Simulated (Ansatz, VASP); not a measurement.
**One calculation of TaN, two programs**

The input INCAR:

```
SYSTEM = TaN
PREC = Accurate
ENCUT = 520
EDIFF = 1E-6
ISMEAR = 0
SIGMA = 0.15
LREAL = .FALSE.
LASPH = .TRUE.
NELM = 100
ALGO = Normal
ISIF = 2
LWAVE = .FALSE.
LCHARG = .FALSE.
GGA = PS
NBANDS = 15
```

Contents of KPOINTS:

```
regular mesh
0
G
  18 18 16
  0 0 0
```

File POSCAR:

```
TaN
1.0
    3.0702000000      0.0000000000      0.0000000000
   -1.5351000000      2.6588711947      0.0000000000
    0.0000000000      0.0000000000      2.7272000000
Ta N
1 1
Direct
    0.3333333333      0.6666666667      0.5000000000
    0.0000000000      0.0000000000      0.0000000000
```

Input for Ansatz:

```yaml
crystal:
  lattice:
    - [3.0702, 0.0, 0.0]
    - [-1.5351, 2.6588711947, 0.0]
    - [0.0, 0.0, 2.7272]
  atoms:
    - { symbol: Ta, position: [0.3333333333, 0.6666666667, 0.5] }
    - { symbol: "N", position: [0.0, 0.0, 0.0] }
basis:
  ecutwfc: 520.0
kpoints:
  mp_grid: { grid: [18, 18, 16] }
hamiltonian:
  xc: pbesol
scf:
  occupations: { method: gaussian, width: 0.15 }
output:
  forces: true
  stress: true
  eigenvalues: true
```

Alike in both runs: task single point; functional PBEsol; k mesh 18 × 18 × 16; occupations gaussian, width 0.15 eV; no spin polarisation.

|  | VASP | Ansatz |
| --- | --- | --- |
| version | VASP 6.6.1 | Ansatz 0.2.0 |
| potentials or method | VASP PAW PBE potentials, release 64 (Ta_pv, N) | scalar-relativistic, plane waves, PAW |
| plane-wave cutoff (eV) | 520 | 520 |
| valence electrons in the cell | 16 | 18 |

Ansatz gave:

| Quantity | Value |
| --- | --- |
| gap on the k mesh at the Fermi level (eV) | none |
| pressure (GPa) | -10.4 |
| largest component of the traceless stress (GPa) | 40.51 |

Question: What did VASP give for the same quantities?

Answer: gap on the k mesh at the Fermi level (eV): none; pressure (GPa): -9.7; largest component of the traceless stress (GPa): 40.66.

A gap of «none» marks a metal or a gap that the smearing closes. The two sets of potentials don't hold the same shells in valence.

Caveats: the PAW data sets were made with another functional, which shifts forces and pressure a little (VASP). Spin-orbit coupling is left out, which matters for the levels of Ta.
